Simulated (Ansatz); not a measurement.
Runs of Ansatz 0.2.0 on Nb. The structure is cubic, space group Fm-3m (No. 225). The conventional cell has a = 4.230 Å, b = 4.230 Å, c = 4.230 Å, α = 90.00°, β = 90.00°, γ = 90.00°. Around Nb (site symmetry m-3m) lie 12 Nb at 2.99 Å. This isn't the form of Nb at room conditions, which is bcc.

```tsv
task	level	spin	cell	k mesh	cutoff (eV)	smearing	points for each segment of the path	gap on the mesh (eV)	pressure (GPa)	relaxed volume (Å³/atom)
single point	PBE	off	as given	11 × 11 × 11	420	gaussian 0.02 eV	-	none	-1.9	-
band structure	PBEsol	SOC, no magnetisation	as given	8 × 8 × 8	420	fermi-dirac 0.05 eV	14	none	(a)	-
relaxation of cell and atoms	revPBE+D4	off	relaxed	11 × 11 × 11	420	fermi-dirac 0.05 eV	-	none	0.0	18.47
single point	PBE	off	as given	11 × 11 × 11	420	gaussian 0.017 eV	-	none	-1.9	-
band structure	r2SCAN	SOC, no magnetisation	as given	8 × 8 × 8	500	fermi-dirac 0.05 eV	14	none	-2.5	-
single point	PBE	off	as given	11 × 11 × 11	420	gaussian 0.024 eV	-	none	-1.9	-
single point	PBE	off	as given	11 × 11 × 11	420	gaussian 0.015 eV	-	none	-1.9	-
relaxation of cell and atoms	revPBE	off	relaxed	11 × 11 × 11	420	fermi-dirac 0.05 eV	-	none	0.0	18.94
single point	PBE	off	as given	11 × 11 × 11	420	gaussian 0.022 eV	-	none	-1.9	-
single point	PBE	off	as given	11 × 11 × 11	420	gaussian 0.023 eV	-	none	-1.9	-
single point	PBE	off	as given	11 × 11 × 11	420	gaussian 0.012 eV	-	none	-1.9	-
single point	PBE	off	as given	11 × 11 × 11	420	gaussian 0.013 eV	-	none	-1.9	-
```

Alike in all rows: potentials or basis Ansatz PAW.

Problem. Estimate the missing entries.

Solution. (a) -7.3.

Caveats: the PAW data sets come from PBE, with cores solved anew for the run's functional, which leaves a small shift of forces and pressure (some runs); the plane-wave basis is chosen anew once the cell has moved, so the energies of steps on either side of that aren't comparable (some runs); pairwise dispersion overbinds metals, which lowers pressure and volume (some runs).

A k mesh can miss the band edges, and rows without SOC leave out spin-orbit coupling on Nb.

A gap of «none» marks a metal or a gap under the smearing width.
